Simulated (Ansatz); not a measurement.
**TiO2 monolayer (2H): relaxing the cell for a phonon run**

Wanted: the relaxed cell of TiO2 monolayer (2H).

Program: Ansatz 0.2.0. Level of theory: DFT PBE, scalar-relativistic, plane waves, PAW. Results are calculated unless marked as measured.

## 1. Starting point

The cell holds 3 atoms: 1 Ti and 2 O. Cell: a = 3.020 Å, b = 3.020 Å, c = 20.000 Å, α = 90.0°, β = 90.0°, γ = 120.0°. Vacuum lies along c.

## 2. A coarse first look

First a cheap look: the gap decides the mesh and the occupations, the pressure tells how far the cell has to move.

The program solves this slab on a cell height of its own, 28.7 Å, in place of the one typed.

The input, input.yaml:

```yaml
crystal:
  lattice:
    - [3.02, 0.0, 0.0]
    - [-1.51, 2.6154, 0.0]
    - [0.0, 0.0, 20.0]
  atoms:
    - { symbol: Ti, position: [0.333333, 0.666667, 0.5] }
    - { symbol: O, position: [0.666667, 0.333333, 0.56125] }
    - { symbol: O, position: [0.666667, 0.333333, 0.43875] }
  periodic: [true, true, false]
kpoints:
  mp_grid: { grid: [9, 9, 1] }
hamiltonian:
  xc: pbe
scf:
  occupations: { method: gaussian, width: 0.1 }
output:
  forces: true
  stress: true
  eigenvalues: true
```

Launch:

```bash
$ ansatz run input.yaml --threads 8 --pin off --max-ram 14336MiB --backend cpu --events-out ev --progress --plain --runs-dir out
```

Numbers of over 12 decimals in the logs are rounded to 6 here.

The program printed:

```text
[...]
--- Band table (eV; the first three rows and the last of 12) ---
  k-point 0: bands = [... 8 lower, -10.9059, -9.8867, -9.8867, -8.9192, -6.1587, -5.3203, -5.3203, -5.1964]
  k-point 1: bands = [... 8 lower, -10.7947, -10.1426, -10.0362, -8.8265, -6.4761, -5.3538, -5.2751, -5.2009]
  k-point 2: bands = [... 8 lower, -10.6481, -10.5113, -10.3741, -8.8101, -7.0558, -5.4223, -5.2379, -5.0869]
  k-point 11: bands = [... 8 lower, -11.3371, -11.2525, -10.2091, -9.1893, -7.4695, -6.1146, -4.7389, -4.6951]
[key lines of the parts left out:]
SCF converged after 9 iterations
Free energy (F): -3636.406644 eV
Fermi energy:    -8.192589 eV
P = ½ c Tr σ = -10.5430 N/m
```

Wall time 1.1 s (8 threads of Arm Neoverse V1, shared host); peak memory 0.54 GiB.

This step gave:

- gap on the k-mesh: 1.164 eV
- direct gap on mesh: 1.324 eV
- area per atom: 2.633 Å²

The coarse mesh shows a gap of 1.16 eV.

## 3. Rough relaxation

The start is far from rest, so a relaxation with loose tolerances brings it close first.

The program solves this slab on a cell height of its own, 28.7 Å, in place of the one typed.

Edit input.yaml of step 2 so:

```diff
@@ -20 +20,6 @@
   eigenvalues: true
+relax:
+  adjacent_minimum: "off"
+  f_tol: 0.05
+  max_steps: 80
+  cell: { stress_2d_tol: 0.02 }
```

The program printed:

```text
[...]
Crystal: 3 atoms, lattice volume = 226.687 Å³
Basis set: ecut = 420 eV, 4367 PW (Γ), exchange–correlation on 48×48×384 points (8 copies of the dense FFT grid, shifted against one another)
Bands: 16, of which v1, the nominal top of the filled ones, is band 12 counted from 1 (11 counted from 0)
Symmetry: 12 space group operations
[...]
F+E_penalty+E_count = -3636.95674960 eV   max|allowed force component| = 5.484e-4 eV/Å   (the final SCF, on the basis selected at the relaxed cell)
  cell:  # Å, volume = 206.4558 Å³
    - [2.882088, 0, 0]
    - [-1.441044, 2.495961, 0]
    - [0, 0, 28.700000]
  atoms:
    - { symbol: Ti, position: [0.333333, 0.666667, 0.348432] }
    - { symbol: O, position: [0.666667, 0.333333, 0.387684] }
    - { symbol: O, position: [0.666667, 0.333333, 0.309180] }
[key lines of the parts left out:]
SCF converged after 7 iterations
Free energy (F): -3636.956750 eV
Fermi energy:    -7.922678 eV
P = ½ c Tr σ = -0.0091 N/m
```

Run time: 8.9 s. Hardware: 8 threads; peak memory 0.6 GiB.

The steps of the relaxation:

```tsv
step	energy less that of the first step (eV)	largest force component (eV/Å)	volume (Å³)
1	0.0000	2.6506	226.69
2	-0.4074	0.9261	220.67
3	-0.5546	0.0600	204.17
4	-0.5572	0.0423	207.14
5	-0.5575	0.0095	206.84
6*	-0.5500	0.0083	206.84
7	-0.5504	0.0004	206.46
8*	-0.5501	0.0005	206.46
```

Relaxation steps marked * repeat the geometry before them on a plane-wave basis chosen anew for their cell, so energy and pressure can jump there.

The run keeps the 12 symmetry operations that it works with, so distortions that break them were not tested.

```tsv
cell as run	before	after	change
a (Å)	3.020	2.882	-4.6 %
b (Å)	3.020	2.882	-4.6 %
```

The atoms that moved most (Å, along periodic axes as changes of fractional coordinates times the final cell, across vacuum about the mean position):

```tsv
atom	dx	dy	dz	length
O2	0.000	0.000	-0.098	0.098
O3	0.000	0.000	0.098	0.098
```

Final coordinates:

```
Ti O
1.0
     2.88209    0.00000    0.00000
    -1.44104    2.49596    0.00000
     0.00000    0.00000   28.70000
Ti O
1 2
Direct
  0.33333 0.66667 0.34843
  0.66667 0.33333 0.38768
  0.66667 0.33333 0.30918
```

Numbers from this step:

| Quantity | Value |
| --- | --- |
| gap on the k-mesh | 1.238 eV |
| direct gap on mesh | 1.359 eV |
| area per atom | 2.398 Å² |

The relaxation ends with a largest force component of 5.5e-4 eV/Å.

## 4. Relaxation

Harmonic phonons are second derivatives at a point where the forces vanish, and they are wanted at zero stress, so atoms and cell are relaxed first.

The input, input.yaml:

```yaml
crystal:
  lattice:
    - [2.882087938, 0.0, 0.0]
    - [-1.441043969, 2.4959613702, 0.0]
    - [0.0, 0.0, 28.7]
  atoms:
    - { symbol: Ti, position: [0.3333333333, 0.6666666667, 0.3484320557] }
    - { symbol: O, position: [0.6666666667, 0.3333333333, 0.3876837295] }
    - { symbol: O, position: [0.6666666667, 0.3333333333, 0.309180382] }
  periodic: [true, true, false]
kpoints:
  mp_grid: { grid: [12, 12, 1] }
hamiltonian:
  xc: pbe
scf:
  occupations: { method: gaussian, width: 0.02 }
output:
  forces: true
  stress: true
  eigenvalues: true
  write_density: true
  write_potential: true
  elf: true
  volumetric_format: npy
relax:
  adjacent_minimum: "off"
  f_tol: 0.005
  max_steps: 80
  cell: { stress_2d_tol: 0.02 }
```

The program printed:

```text
[...]
Crystal: 3 atoms, lattice volume = 206.456 Å³
Basis set: ecut = 420 eV, 4055 PW (Γ), exchange–correlation on 40×40×384 points (8 copies of the dense FFT grid, shifted against one another)
Bands: 16, of which v1, the nominal top of the filled ones, is band 12 counted from 1 (11 counted from 0)
[... 1 set-up line as in the run before ...]
[...]
k-points: 19 of 144 (time reversal used)
[...]
SCF iter   1: F=—  HF=-3636.967967 eV  |F-HF|=—  |Δ(HF+E_count)|=         —  Δρ=6.02e-3  dr2=4.44e-2  ethr=1.77e-3  ⟨swp⟩=13.9  Hψ=2735  notcnv=0
[...]
SCF iter   9: F=-3636.956701 eV  HF=-3636.956701 eV  |F-HF|=8.46e-9  |Δ(HF+E_count)|=  4.22e-10  Δρ=3.09e-6  dr2=1.06e-8  ethr=1.41e-10  ⟨swp⟩=10.3  Hψ=2462  notcnv=0
SCF 1 converged in 9 iterations: F = -3636.956701 eV  dr2 = 1.06e-8
[...]
relax step   1: F+E_penalty+E_count = -3636.95670128 eV  Δ(F+E_penalty+E_count) = +0.000e0 eV  max|allowed force component| = 5.077e-4 eV/Å  Δτ_max = 0.0000 Å  P = -0.008 N/m  Ω = 206.456 Å³  fix = [c, alpha, beta]  reactions: c +0.000 N/m  (9 SCF iters, dr2 threshold 1.00e-7 eV, accepted)
[...]
SCF iter   6: F=-3636.956701 eV  HF=-3636.956701 eV  |F-HF|=2.46e-11  |Δ(HF+E_count)|=  3.64e-12  Δρ=4.82e-8  dr2=2.20e-12  ethr=1.00e-12  ⟨swp⟩=9.9  Hψ=2265  notcnv=0
SCF 2 converged in 6 iterations: F = -3636.956701 eV  dr2 = 2.20e-12
relax step   2: F+E_penalty+E_count = -3636.95670129 eV  Δ(F+E_penalty+E_count) = -5.318e-9 eV  max|allowed force component| = 4.939e-4 eV/Å  Δτ_max = 0.0000 Å  P = -0.008 N/m  Ω = 206.456 Å³  fix = [c, alpha, beta]  reactions: c +0.000 N/m  stress off target by 8.27e-3 N/m on what of the cell is left free  SCF on the basis re-selected at this cell (its energy is not comparable with the rows above)  (6 SCF iters)
basis re-selected at this cell: Δ(F+E_penalty+E_count) = -5.318e-9 eV, ΔP = +0.000 N/m vs the last step (what re-selecting the basis moved, of the pressure what is left beyond the Pulay correction that the steps carried, after the strain that the cell walked since its last selection, with what the two solves' SCF thresholds leave and, on support functions, any second-order correction that the steps lacked; it is no m [...]
WARN: The output density's exchange-correlation potential varies sharply where the density is thin. Do not read a vacuum level from v_tot or v_xc, or from such a field of the output density. On a cell that repeats whose density bears no net charge and no dipole along the vacuum's axis use v_es (v_loc + v_h of the components); under efield.dipole_correction with no amplitude use v_es + v_field, which holds any externa [...]
SCF converged after 6 iterations
Free energy (F): -3636.956701 eV
[...]
Internal energy: -3636.956701 eV  (E = F + TS)
E sigma→0 (E₀):  -3636.956701 eV
Fermi energy:    -7.933406 eV
[...]
--- Forces (eV/Å), atoms counted from 1 ---
  atom   1  Ti    -0.00000000     0.00000000     0.00000000
  atom   2  O     -0.00000000     0.00000000    -0.00049389
  atom   3  O     -0.00000000     0.00000000     0.00049389
  max |Σ_I F_I| component: 5.27e-16 eV/Å
--- 2D stress c σ (N/m, compression-positive) ---
       -0.008273       0.000000       0.000000
        0.000000      -0.008273       0.000000
        0.000000       0.000000       0.000000
  P = ½ c Tr σ = -0.0083 N/m
--- Band table (eV; the first three rows and the last of 19) ---
  k-point 0: bands = [... 8 lower, -11.4359, -10.1052, -10.1052, -8.7731, -5.3959, -4.3287, -4.3287, -4.2901]
  k-point 1: bands = [... 8 lower, -11.3505, -10.2771, -10.2103, -8.6852, -5.6234, -4.3866, -4.3227, -4.2090]
  k-point 2: bands = [... 8 lower, -11.1148, -10.6558, -10.4761, -8.5790, -6.1479, -4.4186, -4.4055, -4.0801]
  k-point 18: bands = [... 8 lower, -11.6519, -11.5358, -10.2478, -8.9473, -7.1767, -5.5718, -3.6428, -3.5692]
--- Relaxed structure (1 steps of the walk, 1 accepted, 1 SCFs on fresh bases) ---
[...]
cell:  # Å, volume = 206.4558 Å³
    - [2.882088, 0.0, 0.0]
    - [-1.441044, 2.495961, 0.0]
    - [0.0, 0.0, 28.7]
  atoms:
    - { symbol: Ti, position: [0.333333, 0.666667, 0.348432] }
    - { symbol: O, position: [0.666667, 0.333333, 0.387684] }
    - { symbol: O, position: [0.666667, 0.333333, 0.309180] }
```

Run time: 3.6 s. Hardware: 8 threads; peak memory 0.57 GiB.

Little changed from the start: no atom moved by 0.005 Å and no cell edge by 0.1 %.

Numbers from this step:

| Item | Value |
| --- | --- |
| gap on the k-mesh | 1.217 eV |
| direct gap on mesh | 1.398 eV |

Electrostatic potential energy in the ac plane at fractional y = 0.333, with atoms of O within 0.2 Å of it. With pseudopotentials it is smooth inside the atoms' cores, unlike the true potential.

Values in eV, 24 rows by 15 columns, each cell a mean:
```
  0   0   0   0   0   0   0   0   0   0   0   0   0   0   0
  0   0   0   0   0   0   0   0   0   0   0   0   0   0   0
  0   0   0   0   0   0   0   0   0   0   0   0   0   0   0
  0   0   0   0   0   0   0   0   0   0   0   0   0   0   0
  0   0   0   0   0   0   0   0   0   0   0   0   0   0   0
  0   0   0   0   0   0   0   0   0   0   0   0   0   0   0
  0   0   0   0   0   0   0   0   0   0   0   0   0   0   0
  0   0   0   0   0   0   0   0   0   0   0   0   0   0   0
  0   0   0   0   0   0   0   0   0   0   0   0   0   0   0
  0   0   0   0   0   0   0   0   0   0   0   0   0   0   0
  0   0   0   0   0   0   0   0   0   0   0   0   0   0   0
  0   0   0   0   0   0   0   0   0   0   0   0   0   0   0
  0   0   0   0   0   0   0   0   0   0   0   0   0   0   0
  0   0   0   0   0   0   0   0   0  -1  -1  -1   0   0   0
 -5  -5  -6  -6  -5  -5  -7 -20 -26 -28 -28 -28 -26 -20  -7
-17 -22 -25 -25 -22 -17 -13 -11 -11 -14 -14 -14 -11 -11 -13
 -7  -7  -7  -7  -7  -7  -8 -21 -29 -29 -29 -29 -29 -21  -8
 -1  -1  -1  -1  -1  -1  -1  -1  -1  -2  -3  -2  -1  -1  -1
  0   0   0   0   0   0   0   0   0   0   0   0   0   0   0
  0   0   0   0   0   0   0   0   0   0   0   0   0   0   0
  0   0   0   0   0   0   0   0   0   0   0   0   0   0   0
  0   0   0   0   0   0   0   0   0   0   0   0   0   0   0
  0   0   0   0   0   0   0   0   0   0   0   0   0   0   0
  0   0   0   0   0   0   0   0   0   0   0   0   0   0   0
```
Columns run along a (2.9 Å; values clipped at the 3rd and 97th percentile), rows up along c (28.7 Å). Atoms in or near the plane, at fractional coordinates: O at (0.67, 0.39), O at (0.67, 0.31).

Valence density in the ac plane at fractional y = 0.333, with atoms of O within 0.2 Å of it. It is the smooth field of the valence electrons, not physical close to the nuclei.

Ten steps, logarithmic in the rise over the least value, from '_' (0.0 e/Å³) to '@' (5.5 e/Å³), each cell a mean:
```
______________________________
______________________________
______________________________
______________________________
______________________________
______________________________
______________________________
______________________________
______________________________
______________________________
______________________________
______________________________
______________________________
____________....::::::::::....
==::::::::==++##%%@@@@@@%%##++
====++++======++++******++++==
==--::::--==++##%%@@@@@@%%##++
..________....::----------::..
______________________________
______________________________
______________________________
______________________________
______________________________
______________________________
```
Columns run along a (2.9 Å), rows up along c (28.7 Å). Atoms in or near the plane, at fractional coordinates: O at (0.67, 0.39), O at (0.67, 0.31).

ELF in the ac plane at fractional y = 0.333, with atoms of O within 0.2 Å of it. It is the smooth field of the valence electrons, not physical close to the nuclei.

Ten even steps from '0' (0.00) to '9' (0.81), each cell a mean:
```
000000000000000
000000000000000
000000000000000
000000000000000
000000000000000
000000000000000
000000000000000
000000000000000
000000000000000
000000000000000
000000000000000
000000000000000
000000000000000
100001245666542
520025899878998
112211245555542
520025899878998
100001356777653
000000000000000
000000000000000
000000000000000
000000000000000
000000000000000
000000000000000
```
Columns run along a (2.9 Å), rows up along c (28.7 Å). Atoms in or near the plane, at fractional coordinates: O at (0.67, 0.39), O at (0.67, 0.31).

## 5. Tight relaxation

Phonons need a cell at rest on their own settings, so the relaxation is repeated with tight tolerances on forces and stress on the k mesh and occupations of the first response run.

Edit input.yaml of step 4 so:

```diff
@@ -15,3 +15,3 @@
 scf:
-  occupations: { method: gaussian, width: 0.02 }
+  occupations: { method: fixed }
 output:
@@ -26,4 +26,4 @@
   adjacent_minimum: "off"
-  f_tol: 0.005
-  max_steps: 80
-  cell: { stress_2d_tol: 0.02 }
+  f_tol: 0.001
+  max_steps: 60
+  cell: { stress_2d_tol: 0.002 }
```

The program printed:

```text
[...]
Crystal: 3 atoms, lattice volume = 206.456 Å³
Basis set: ecut = 420 eV, 4055 PW (Γ), exchange–correlation on 40×40×384 points (8 copies of the dense FFT grid, shifted against one another)
Bands: 16, of which v1, the nominal top of the filled ones, is band 12 counted from 1 (11 counted from 0)
[... 1 set-up line as in the run before ...]
[...]
--- Relaxed structure (2 steps of the walk, 2 accepted, 1 SCFs on fresh bases) ---
[...]
cell:  # Å, volume = 206.4439 Å³
    - [2.882005, 0, 0]
    - [-1.441003, 2.495890, 0]
    - [0, 0, 28.7]
  atoms:
    - { symbol: Ti, position: [0.333333, 0.666667, 0.348432] }
    - { symbol: O, position: [0.666667, 0.333333, 0.387685] }
    - { symbol: O, position: [0.666667, 0.333333, 0.309180] }
[key lines of the parts left out:]
SCF converged after 7 iterations
Free energy (F): -3636.956710 eV
Fermi energy:    -8.542227 eV
P = ½ c Tr σ = -0.0014 N/m
```

It took 4 s on 8 threads; peak memory 0.57 GiB; 28 s of CPU time.

Little changed from the start: no atom moved by 0.005 Å and no cell edge by 0.1 %.

Electrostatic potential energy in the ac plane at fractional y = 0.333, with atoms of O within 0.2 Å of it. With pseudopotentials it is smooth inside the atoms' cores, unlike the true potential.

Values in eV, 24 rows by 15 columns, each cell a mean:
```
  0   0   0   0   0   0   0   0   0   0   0   0   0   0   0
  0   0   0   0   0   0   0   0   0   0   0   0   0   0   0
  0   0   0   0   0   0   0   0   0   0   0   0   0   0   0
  0   0   0   0   0   0   0   0   0   0   0   0   0   0   0
  0   0   0   0   0   0   0   0   0   0   0   0   0   0   0
  0   0   0   0   0   0   0   0   0   0   0   0   0   0   0
  0   0   0   0   0   0   0   0   0   0   0   0   0   0   0
  0   0   0   0   0   0   0   0   0   0   0   0   0   0   0
  0   0   0   0   0   0   0   0   0   0   0   0   0   0   0
  0   0   0   0   0   0   0   0   0   0   0   0   0   0   0
  0   0   0   0   0   0   0   0   0   0   0   0   0   0   0
  0   0   0   0   0   0   0   0   0   0   0   0   0   0   0
  0   0   0   0   0   0   0   0   0   0   0   0   0   0   0
  0   0   0   0   0   0   0   0   0  -1  -1  -1   0   0   0
 -5  -5  -6  -6  -5  -5  -7 -20 -26 -28 -28 -28 -26 -20  -7
-17 -22 -25 -25 -22 -17 -13 -11 -11 -14 -14 -14 -11 -11 -13
 -7  -7  -7  -7  -7  -7  -8 -21 -29 -29 -29 -29 -29 -21  -8
 -1  -1  -1  -1  -1  -1  -1  -1  -1  -2  -3  -2  -1  -1  -1
  0   0   0   0   0   0   0   0   0   0   0   0   0   0   0
  0   0   0   0   0   0   0   0   0   0   0   0   0   0   0
  0   0   0   0   0   0   0   0   0   0   0   0   0   0   0
  0   0   0   0   0   0   0   0   0   0   0   0   0   0   0
  0   0   0   0   0   0   0   0   0   0   0   0   0   0   0
  0   0   0   0   0   0   0   0   0   0   0   0   0   0   0
```
Columns run along a (2.9 Å; values clipped at the 3rd and 97th percentile), rows up along c (28.7 Å). Atoms in or near the plane, at fractional coordinates: O at (0.67, 0.39), O at (0.67, 0.31).

ELF in the ac plane at fractional y = 0.333, with atoms of O within 0.2 Å of it. It is the smooth field of the valence electrons, not physical close to the nuclei.

Ten even steps from '_' (0.00) to '@' (0.81), each cell a mean:
```
______________________________
______________________________
______________________________
______________________________
______________________________
______________________________
______________________________
______________________________
______________________________
______________________________
______________________________
______________________________
______________________________
..________..::==++******++==::
++::____::++%%@@@@%%##%%@@@@%%
....::::....::==++++++++++==::
++::____::++%%@@@@%%##%%@@@@%%
..________..--++**######**++--
______________________________
______________________________
______________________________
______________________________
______________________________
______________________________
```
Columns run along a (2.9 Å), rows up along c (28.7 Å). Atoms in or near the plane, at fractional coordinates: O at (0.67, 0.39), O at (0.67, 0.31).

Valence density in the ac plane at fractional y = 0.333, with atoms of O within 0.2 Å of it. It is the smooth field of the valence electrons, not physical close to the nuclei.

Ten steps, logarithmic in the rise over the least value, from '_' (0.0 e/Å³) to '@' (5.5 e/Å³), each cell a mean:
```
______________________________
______________________________
______________________________
______________________________
______________________________
______________________________
______________________________
______________________________
______________________________
______________________________
______________________________
______________________________
______________________________
____________....::::::::::....
==::::::::==++##%%@@@@@@%%##++
====++++======++++******++++==
==--::::--==++##%%@@@@@@%%##++
..________....::----------::..
______________________________
______________________________
______________________________
______________________________
______________________________
______________________________
```
Columns run along a (2.9 Å), rows up along c (28.7 Å). Atoms in or near the plane, at fractional coordinates: O at (0.67, 0.39), O at (0.67, 0.31).

The largest force component left is 0.87 meV/Å, within the tolerances set.

## 6. What came out

* space group after relaxation (within 0.01 Å): P-6m2
* lattice constant a: 2.882 Å
* lattice constant b: 2.882 Å
* area per atom: 2.40 Å²
* gap on the k-mesh: 1.22 eV

The largest force component left is 0.87 meV/Å, within the tolerances set. The relaxation keeps the symmetry of its start, so it says nothing on stability against lower symmetry. The starting cell was built on a prototype and not taken from a measurement.

[Logs are printed without paths, hosts, clocks, repeated set-up lines and the standing remarks that a program may print on its own settings, such as how far it seeks lower states.]

[Hosts, paths, dates, database ids (printed as entryN), source tags and the programs' standing remarks are cut or masked in the printed files.]
